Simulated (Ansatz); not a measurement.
Take BaSnO₃ in the cubic perovskite structure (space group Pm-3m, No. 221; a = 4.1313 Å) as the base.

The values are results of Kohn–Sham DFT with the r2SCAN functional, run in Ansatz (a quantum-chemistry and plane-wave program) with PAW and 500 eV plane waves, no SOC, not measurements.

Its conduction minimum is a single valley at Γ with mass 0.19 mₑ.

Perturbation: electron doping at 1.0×10^22 cm⁻³ (0.705 per cell), with a uniform compensating background at fixed cell and a 300 K Fermi–Dirac width.

Where would a parabolic band put the Fermi level, and where does the calculation put it?

k_F = (3π²n)^(1/3) = 0.667 Å⁻¹, so ħ²k_F²/2m = 8.8 eV above the band edge at zero temperature. The calculation gives 3.60 eV (to 0.05 eV): the band is strongly non-parabolic or higher valleys fill at this density.

Charged cell with a jellium background: band edges are those of the host's band count, energies are not comparable with the neutral cell, and many-body gap narrowing is missing. The levels and masses belong to the bands next to the band gap. Masses are band curvatures over ±0.01 Å⁻¹ around the edge. Whether these cells are dynamically stable was not tested.
